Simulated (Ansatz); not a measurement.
## Pressure against volume: Rb

```cif
data_structure
_symmetry_space_group_name_H-M 'Pm-3m'
_symmetry_Int_Tables_number 221
_cell_length_a 4.6247
_cell_length_b 4.6247
_cell_length_c 4.6247
_cell_angle_alpha 90.000
_cell_angle_beta 90.000
_cell_angle_gamma 90.000
_cell_volume 98.91
loop_
_atom_site_label
_atom_site_type_symbol
_atom_site_symmetry_multiplicity
_atom_site_Wyckoff_symbol
_atom_site_fract_x
_atom_site_fract_y
_atom_site_fract_z
_atom_site_occupancy
Rb1 Rb 1 a 0.00000 0.00000 0.00000 1
```

The runs use the primitive cell with vectors (4.625, 0.000, 0.000), (0.000, 4.625, 0.000), (0.000, 0.000, 4.625) Å, to which the k mesh refers.

The structure comes from a relaxation in the same program, started in the sc type, and has space group Pm-3m. Whether it is a known phase or the ground state wasn't checked.

All numbers are computed: DFT, PBE, all-electron LAPW, scalar-relativistic (Ansatz 0.2.0); DFT, PBE, PAW with Ansatz's default frozen-core files, scalar-relativistic (Ansatz 0.2.0).

For LAPW: a Γ-centred 10×10×10 k mesh, Fermi–Dirac smearing of 0.08 eV, basis error target 0.5 meV/atom, no spin polarisation. PAW takes a cutoff of 420 eV at this cell. The Ansatz runs share mesh, smearing and spin set-up. Plane-wave (PAW) pressures include the program's estimate of the Pulay term.

The cell above is scaled evenly, with fractional coordinates and shape held.

| V/V(cell) | V (Å³/atom) | P, LAPW (GPa) | P, PAW (GPa) | free energy over the lowest listed, PAW (meV/atom) |
| --- | --- | --- | --- | --- |
| 0.9600 | 94.954 | 0.10 | 0.10 | 1.2 |
| 0.9800 | 96.932 | 0.05 | 0.05 | 0.3 |
| 1.0000 | 98.910 | 0.00 | 0.00 | 0.0 |
| 1.0200 | 100.889 | -0.04 | -0.04 | 0.2 |
| 1.0400 | 102.867 | ? | ? | ? |

Fill in the row V/V(cell) = 1.0400.

P, LAPW (GPa) = -0.08, P, PAW (GPa) = -0.08, free energy over the lowest listed, PAW (meV/atom) = 0.9.

What do Birch–Murnaghan fits to the pressures give?

LAPW: V0 = 99.02 Å³/atom, B0 = 2 GPa, B0′ = 3.8; PAW: V0 = 99.01 Å³/atom, B0 = 2 GPa, B0′ = 3.8.

PAW's V0 lies -0.01 % from the all-electron value and its B0 0.1 %. Symmetry fixes shape and coordinates here, so this is the relaxed modulus.
